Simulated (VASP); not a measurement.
# Ru in VASP: relaxation of the atoms with PBE

Aim: the relaxation of the atoms of Ru with PBE.

Everything below comes from runs of VASP 6.6.1. Logs are shortened: lines on timing, memory, paths and dates and some standing lists are left out, and cuts for length are marked.

## 1. Starting point

The cell holds a slab with vacuum, 13 atoms: a = 2.706 Å, b = 2.706 Å, c = 43.092 Å, α = 90.00°, β = 90.00°, γ = 60.00°.

The slab is cut from a database's or a generator's crystal, which needn't be the stable form of the element.

## 2. Relaxation of the atoms, PBE

File INCAR:

```
SYSTEM = Ru
PREC = Accurate ; ENCUT = 400
EDIFF = 1E-6 ; ISMEAR = 0
SIGMA = 0.1 ; LREAL = .FALSE.
LASPH = .TRUE. ; NELM = 60
ALGO = Normal ; ISIF = 2
LWAVE = .FALSE. ; LCHARG = .FALSE.
GGA = PE ; IBRION = 2
NSW = 60 ; EDIFFG = -0.01
```

File KPOINTS:

```
regular mesh
0
G
  16 16 1
  0 0 0
```

File POSCAR:

```
Ru
1.0
    2.7060000000      0.0000000000      0.0000000000
    1.3530000000      2.3434647426      0.0000000000
    0.0000000000      0.0000000000     43.0920000000
Ru
13
Direct
    0.0000000000      0.0000000000      0.2018936229
    0.3333333333      0.3333333333      0.2515780191
    0.0000000000      0.0000000000      0.3012624153
    0.3333333333      0.3333333333      0.3509468115
    0.0000000000      0.0000000000      0.4006312076
    0.3333333333      0.3333333333      0.4503156038
    0.0000000000      0.0000000000      0.5000000000
    0.3333333333      0.3333333333      0.5496843962
    0.0000000000      0.0000000000      0.5993687924
    0.3333333333      0.3333333333      0.6490531885
    0.0000000000      0.0000000000      0.6987375847
    0.3333333333      0.3333333333      0.7484219809
    0.0000000000      0.0000000000      0.7981063771
```

Potentials or basis: VASP PAW PBE potentials, release 64 (Ru_pv).

On the command line:

```sh
$ cat potpaw_PBE.64/Ru_pv/POTCAR > POTCAR
$ mpirun -np 1 vasp_std > vasp.out
```

OUTCAR:

```text
SYSTEM = Ru
   PREC = Accurate
   ENCUT = 400
   EDIFF = 1E-6
   ISMEAR = 0
   LREAL = .FALSE.
   LASPH = .TRUE.
   NELM = 60
   ISIF = 2
   GGA = PE
   IBRION = 2
   NSW = 60
   EDIFFG = -0.01

 ion  position               nearest neighbor table
   1  0.000  0.000  0.202-   2 2.65   2 2.65   2 2.65
   2  0.333  0.333  0.252-   1 2.65   3 2.65   1 2.65   3 2.65   1 2.65   3 2.65
   3  0.000  0.000  0.301-   2 2.65   4 2.65   2 2.65   4 2.65   2 2.65   4 2.65
   4  0.333  0.333  0.351-   5 2.65   5 2.65   5 2.65   3 2.65   3 2.65   3 2.65
   5  0.000  0.000  0.401-   4 2.65   4 2.65   4 2.65   6 2.65   6 2.65   6 2.65
   6  0.333  0.333  0.450-   5 2.65   7 2.65   5 2.65   7 2.65   5 2.65   7 2.65
   7  0.000  0.000  0.500-   6 2.65   8 2.65   6 2.65   8 2.65   6 2.65   8 2.65
   8  0.333  0.333  0.550-   7 2.65   9 2.65   7 2.65   9 2.65   7 2.65   9 2.65
   9  0.000  0.000  0.599-  10 2.65  10 2.65  10 2.65   8 2.65   8 2.65   8 2.65
  10  0.333  0.333  0.649-   9 2.65   9 2.65   9 2.65  11 2.65  11 2.65  11 2.65
  11  0.000  0.000  0.699-  10 2.65  12 2.65  10 2.65  12 2.65  10 2.65  12 2.65
  12  0.333  0.333  0.748-  11 2.65  13 2.65  11 2.65  13 2.65  11 2.65  13 2.65
  13  0.000  0.000  0.798-  12 2.65  12 2.65  12 2.65

  LATTYP: Found a hexagonal cell.
 ALAT       =     2.7060000000
 C/A-ratio  =    15.9246119736

  Lattice vectors:

 A1 = (  -1.3530000000,  -2.3434647426,   0.0000000000)
 A2 = (   2.7060000000,   0.0000000000,   0.0000000000)
 A3 = (   0.0000000000,   0.0000000000,  43.0920000000)

Analysis of symmetry for initial positions (statically):
=====================================================================
 Subroutine PRICEL returns:
 Original cell was already a primitive cell.

 Routine SETGRP: Setting up the symmetry group for a
 hexagonal supercell.

 Subroutine GETGRP returns: Found 12 space group operations
 (whereof 12 operations were pure point group operations)
 out of a pool of 24 trial point group operations.

The static configuration has the point symmetry D_3h.

Analysis of symmetry for dynamics (positions and initial velocities):
=====================================================================
 Subroutine PRICEL returns:
 Original cell was already a primitive cell.

 Routine SETGRP: Setting up the symmetry group for a
 hexagonal supercell.

 Subroutine GETGRP returns: Found 12 space group operations
 (whereof 12 operations were pure point group operations)
 out of a pool of 24 trial point group operations.

The dynamic configuration has the point symmetry D_3h.

 Subroutine INISYM returns: Found 12 space group operations
 (whereof 12 operations are pure point group operations),
 and found     1 'primitive' translations

----------------------------------------------------------------------------------------

                                     Primitive cell

  volume of cell :     273.2643

  direct lattice vectors                    reciprocal lattice vectors
     2.706000000  0.000000000  0.000000000     0.369549150 -0.213359301  0.000000000
     1.353000000  2.343464743  0.000000000     0.000000000  0.426718603  0.000000000
     0.000000000  0.000000000 43.092000000     0.000000000  0.000000000  0.023206164

  length of vectors
     2.706000000  2.706000000 43.092000000     0.426718603  0.426718603  0.023206164

  position of ions in fractional coordinates (direct lattice)
     0.000000000  0.000000000  0.201893623
     0.333333333  0.333333333  0.251578019
     0.000000000  0.000000000  0.301262415
     0.333333333  0.333333333  0.350946812
     0.000000000  0.000000000  0.400631208
     0.333333333  0.333333333  0.450315604
     0.000000000  0.000000000  0.500000000
     0.333333333  0.333333333  0.549684396
     0.000000000  0.000000000  0.599368792
     0.333333333  0.333333333  0.649053188
     0.000000000  0.000000000  0.698737585
     0.333333333  0.333333333  0.748421981
     0.000000000  0.000000000  0.798106377

  ion indices of the primitive-cell ions
   primitive index   ion index
                 1           1
                 2           2
                 3           3
                 4           4
                 5           5
                 6           6
                 7           7
                 8           8
                 9           9
                10          10
                11          11
                12          12
                13          13

----------------------------------------------------------------------------------------

 KPOINTS: regular mesh

Automatic generation of k-mesh.
 Grid dimensions read from file:
 generate k-points for:   16   16    1

 Generating k-lattice:

  Cartesian coordinates                     Fractional coordinates (reciprocal lattice)
     0.023096822 -0.013334956  0.000000000     0.062500000  0.000000000  0.000000000
     0.000000000  0.026669913  0.000000000     0.000000000  0.062500000  0.000000000
     0.000000000  0.000000000  0.023206164     0.000000000  0.000000000  1.000000000

  Length of vectors
     0.026669913  0.026669913  0.023206164

  Shift w.r.t. Gamma in fractional coordinates (k-lattice)
     0.000000000  0.000000000  0.000000000

 Subroutine IBZKPT returns following result:
 ===========================================

 Found     30 irreducible k-points:

 Following reciprocal coordinates:
            Coordinates               Weight
  0.000000  0.000000  0.000000      1.000000
  0.062500 -0.000000  0.000000      6.000000
  0.125000 -0.000000  0.000000      6.000000
  0.187500 -0.000000  0.000000      6.000000
  0.250000 -0.000000  0.000000      6.000000
  0.312500 -0.000000  0.000000      6.000000
[... 16 lines left out ...]
  0.375000  0.187500  0.000000      6.000000
  0.437500  0.187500  0.000000     12.000000
 [... further k-points ...]
   k-points           NKPTS =     30   k-points in BZ     NKDIM =     30   number of bands    NBANDS=    109
   number of dos      NEDOS =    301   number of ions     NIONS =     13
   total plane-waves  NPLWV =  93312
   dimension x,y,z NGX =    18 NGY =   18 NGZ =  288
   dimension x,y,z NGXF=    36 NGYF=   36 NGZF=  576
   ions per type =              13
   NGX,Y,Z   is equivalent  to a cutoff of  11.06, 11.06, 11.11 a.u.
   NGXF,Y,Z  is equivalent  to a cutoff of  22.12, 22.12, 22.22 a.u.
 SYSTEM =  Ru
   PREC   = accura    normal or accurate (medium, high low for compatibility)
   ISTART =      0    job   : 0-new  1-cont  2-samecut
   ICHARG =      2    charge: 1-file 2-atom 10-const
   ISPIN  =      1    spin polarized calculation?
   LNONCOLLINEAR =      F non collinear calculations
   LSORBIT =      F    spin-orbit coupling
   LASPH  =      T    aspherical Exc in radial PAW
   ENCUT  =  400.0 eV  29.40 Ry    5.42 a.u.   4.41  4.41 70.27*2*pi/ulx,y,z
   NELM   =     60;   NELMIN=  2; NELMDL= -5     # of ELM steps
   EDIFF  = 0.1E-05   stopping-criterion for ELM
   LREAL  =      F    real-space projection
   EDIFFG = -.1E-01   stopping-criterion for IOM
   NSW    =     60    number of steps for IOM
   IBRION =      2    ionic relax: 0-MD 1-quasi-New 2-CG
   NFREE  =      1    steps in history (QN), initial steepest desc. (CG)
   ISIF   =      2    stress and relaxation
   ISYM   =      2    0-nonsym 1-usesym 2-fastsym
   POTIM  = 0.5000    time-step for ionic-motion
   TEBEG  =    0.0;   TEEND  =   0.0 temperature during run
   PSTRESS=    0.0 pullay stress
   NELECT =     182.0000    total number of electrons
   NUPDOWN=      -1.0000    fix difference up-down
   EMIN   =  10.00;   EMAX   =-10.00  energy-range for DOS
   EFERMI =   0.00;   METHOD = LEGACY
   ISMEAR =     0;   SIGMA  =   0.10  broadening in eV -4-tet -1-fermi 0-gaus
   EFERMI_NEDOS =   21; number of points for ismear=-14 and -15
   IALGO  =     38    algorithm
   IMIX   =      4    mixing-type and parameters
     AMIX     =   0.40;   BMIX     =  1.00
     AMIX_MAG =   1.60;   BMIX_MAG =  1.00
  volume/ion in A,a.u.               =      21.02       141.85
  Fermi-wavevector in a.u.,A,eV,Ry     =   1.429676  2.701696 27.809953  2.043974
  Thomas-Fermi vector in A             =   2.549604
   LORBIT       =      0    0 simple, 1 ext, 2 COOP (PROOUT), +10 PAW based schemes
   GGA     = PE    functional components
   LHFCALC =     F    Hartree Fock is set to
   AEXX    =    0.0000 exact exchange contribution
   IVDW    =     0    specifies the selected vdW correction
   LEPSILON=     F    determine dielectric tensor
   LRPA    =     F    only Hartree local field effects (RPA)
 conjugate gradient relaxation of ions
 non-spin polarized calculation
 Gauss-broadening in eV      SIGMA  =   0.10
  energy-cutoff  :      400.00
  volume of cell :      273.26
 maximum number of plane-waves:      5071
 NGX is ok and might be reduce to    18
   NGX =  9   NGY =  9   NGZ =141

--------------------------------------- Ionic step        1  -------------------------------------------

 number of electron     181.9999942 magnetization

 Free energy of the ion-electron system (eV)
  ---------------------------------------------------
  ext. energy  EPLUGINS =         0.00000000
  ---------------------------------------------------
  free energy    TOTEN  =      -117.89343350 eV

  energy without entropy =     -117.83277497  energy(sigma->0) =     -117.86310423

------------------------ aborting loop because EDIFF is reached ----------------------------------------

  FORCE on cell =-STRESS in cart. coord.  units (eV):
  Direction    XX          YY          ZZ          XY          YZ          ZX
  --------------------------------------------------------------------------------------
  -------------------------------------------------------------------------------------
  Total        0.4777238      0.4777238     -1.2635624      0.0000000      0.0000000      0.0000000
  in kB        2.8009452      2.8009452     -7.4083998      0.0000000      0.0000000      0.0000000
  external PRESSURE =      -0.6021698 kB  Pullay stress =       0.0000000 kB
[... 122 lines left out ...]
  FREE ENERGIE OF THE ION-ELECTRON SYSTEM (eV)
  ---------------------------------------------------
  free  energy   TOTEN  =      -117.9430782684 eV

  energy  without entropy=     -117.8829251130  energy(sigma->0) =     -117.91300169

[... ionic steps 4 to 11 ...]

--------------------------------------- Ionic step       12  -------------------------------------------

 number of electron     181.9999934 magnetization

------------------------ aborting loop because EDIFF is reached ----------------------------------------

  FORCE on cell =-STRESS in cart. coord.  units (eV):
  Direction    XX          YY          ZZ          XY          YZ          ZX
  --------------------------------------------------------------------------------------
  -------------------------------------------------------------------------------------
  Total        1.0213434      1.0213434     -0.7415055      0.0000000      0.0000000     -0.0000000
  in kB        5.9882441      5.9882441     -4.3475250      0.0000000      0.0000000     -0.0000000
  external PRESSURE =       2.5429877 kB  Pullay stress =       0.0000000 kB
[... 79 lines left out ...]
  energy  without entropy=     -117.8888901397  energy(sigma->0) =     -117.91904107

--------------------------------------- Ionic step       14  -------------------------------------------

 number of electron     181.9999936 magnetization

 Free energy of the ion-electron system (eV)
  ---------------------------------------------------
  ext. energy  EPLUGINS =         0.00000000
  ---------------------------------------------------
  free energy    TOTEN  =      -117.94919899 eV

  energy without entropy =     -117.88894421  energy(sigma->0) =     -117.91907160

 E-fermi :   6.5792     XC(G=0):  -9.6073

 val. band max:        6.5762784403   @ k =   0.3750   0.1250   0.0000
 cond. band min:       6.5867582514   @ k =  -0.3750   0.3125   0.0000
 fundamental gap:      0.0104798111
 Fermi energy:         6.5791596879

 k-point     1 :       0.0000    0.0000    0.0000
  band No.  band energies     occupation
      1     -37.0772      2.00000
      2     -37.0622      2.00000
      3     -37.0054      2.00000
      4     -36.9185      2.00000
      5     -36.7718      2.00000
      6     -36.6340      2.00000
[... 2533 lines left out ...]
    102       8.1380      0.00000
    103       8.2869      0.00000

 [... further k-points ...]

 [bands above 103 left out]

------------------------ aborting loop because EDIFF is reached ----------------------------------------

  FORCE on cell =-STRESS in cart. coord.  units (eV):
  Direction    XX          YY          ZZ          XY          YZ          ZX
  --------------------------------------------------------------------------------------
  -------------------------------------------------------------------------------------
  Total        0.9023871      0.9023871     -1.1589714      0.0000000      0.0000000     -0.0000000
  in kB        5.2907911      5.2907911     -6.7951719      0.0000000      0.0000000     -0.0000000
  external PRESSURE =       1.2621367 kB  Pullay stress =       0.0000000 kB
[... 28 lines left out ...]
  FREE ENERGIE OF THE ION-ELECTRON SYSTEM (eV)
  ---------------------------------------------------
  free  energy   TOTEN  =      -117.9491989876 eV

  energy  without entropy=     -117.8889442146  energy(sigma->0) =     -117.91907160

 reached required accuracy - stopping structural energy minimisation
```

Wall time 1.8 h (1 thread of AMD EPYC 9R45 (Zen 5), shared host); peak memory 0.55 GiB.

What came out:

* Free energy: -117.9492 eV
* Energy gained by relaxing: 4.3 meV/atom
* Ionic steps: 14
* Largest force after relaxing: 0.004 eV/Å
* Band gap on the k mesh: none (metal or under the smearing width)

Forces on the atoms (eV/Å):
```
Ru   0.000  0.000 -0.002
Ru   0.000  0.000  0.004
Ru   0.000  0.000 -0.002
Ru   0.000  0.000 -0.001
Ru   0.000  0.000 -0.001
Ru   0.000  0.000 -0.004
Ru   0.000  0.000  0.000
Ru   0.000  0.000  0.004
Ru   0.000  0.000  0.001
Ru   0.000  0.000  0.001
Ru   0.000  0.000  0.002
Ru   0.000  0.000 -0.004
Ru   0.000  0.000  0.002
```

Step by step:
```csv
step,energy change (eV),largest force (eV/Å),pressure (GPa)
1,0.0000,0.6564,-0.06
2,-0.0489,0.1721,0.42
3,-0.0496,0.1690,0.51
4,-0.0522,0.0604,0.54
5,-0.0527,0.0620,0.57
6,-0.0532,0.0381,0.57
7,-0.0537,0.0342,0.57
8,-0.0541,0.0303,0.54
9,-0.0542,0.0401,0.52
10,-0.0546,0.0255,0.45
11,-0.0551,0.0727,0.31
12,-0.0554,0.0519,0.25
13,-0.0558,0.0101,0.10
14,-0.0558,0.0037,0.13
```

Final structure:
```xyz
13
Lattice="2.7060 0.0000 0.0000 1.3530 2.3435 0.0000 0.0000 0.0000 43.0920" Properties=species:S:1:pos:R:3 pbc="T T T"
Ru    0.0000    0.0000    8.7101
Ru    1.3530    0.7812   10.7796
Ru    0.0000    0.0000   12.9328
Ru    1.3530    0.7812   15.0955
Ru    0.0000    0.0000   17.2457
Ru    1.3530    0.7812   19.3918
Ru    0.0000    0.0000   21.5460
Ru    1.3530    0.7812   23.7002
Ru    0.0000    0.0000   25.8463
Ru    1.3530    0.7812   27.9965
Ru    0.0000    0.0000   30.1592
Ru    1.3530    0.7812   32.3124
Ru    0.0000    0.0000   34.3819
```

Levels at points of the mesh, in eV from the Fermi level:
```csv
k point,band 85,band 86,band 87,band 88,band 89,band 90,band 91,band 92,band 93,band 94
"(0.00, 0.00, 0.00)",-1.95,-1.95,-1.63,-1.29,-1.29,-1.08,-1.08,-0.93,-0.81,-0.81
"(0.50, 0.00, 0.00)",0.68,0.76,1.11,1.30,1.37,1.41,1.41,1.53,1.55,1.58
```
